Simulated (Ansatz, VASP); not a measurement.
# SiC in VASP and in Ansatz

```
Si C
1.0
     3.00620    0.00000    0.00000
    -1.50310    2.60345    0.00000
     0.00000    0.00000   10.88190
Si C
4 4
Direct
  0.66667 0.33333 0.93783
  0.33333 0.66667 0.43783
  0.00000 0.00000 0.68790
  0.00000 0.00000 0.18790
  0.66667 0.33333 0.74982
  0.33333 0.66667 0.24982
  0.00000 0.00000 0.50045
  0.00000 0.00000 0.00045
```

Alike in both runs: task single point; functional PBEsol; k mesh 12 × 12 × 4; occupations gaussian, width 0.05 eV; no spin polarisation.

```csv
,VASP,Ansatz
version,VASP 6.6.1,Ansatz 0.2.0
potentials or method,"VASP PAW PBE potentials, release 64 (Si, C)","scalar-relativistic, plane waves, PAW"
plane-wave cutoff (eV),520,520
valence electrons in the cell,32,32
```

VASP gave:

| Item | Value |
| --- | --- |
| gap on the k mesh at the Fermi level (eV) | 1.53 |
| least direct gap on the mesh (eV) | 2.93 |
| pressure (GPa) | -3.0 |
| largest component of the traceless stress (GPa) | 31.87 |
| rms of the force components (eV/Å) | 0.234 |

Question: What did Ansatz give for the same quantities?

Answer: gap on the k mesh at the Fermi level (eV): 1.54; least direct gap on the mesh (eV): 2.95; pressure (GPa): -3.3; largest component of the traceless stress (GPa): 31.61; rms of the force components (eV/Å): 0.227.

Atom by atom the forces differ by 0.007 eV/Å (rms over components). Ansatz warned: «pseudo_functional_mismatch».

Caveats: the PAW data sets were made with another functional, which shifts forces and pressure a little (VASP). Expect the measured gap to be larger: semilocal functionals such as PBEsol lack the derivative discontinuity. A k mesh can miss the band edges.
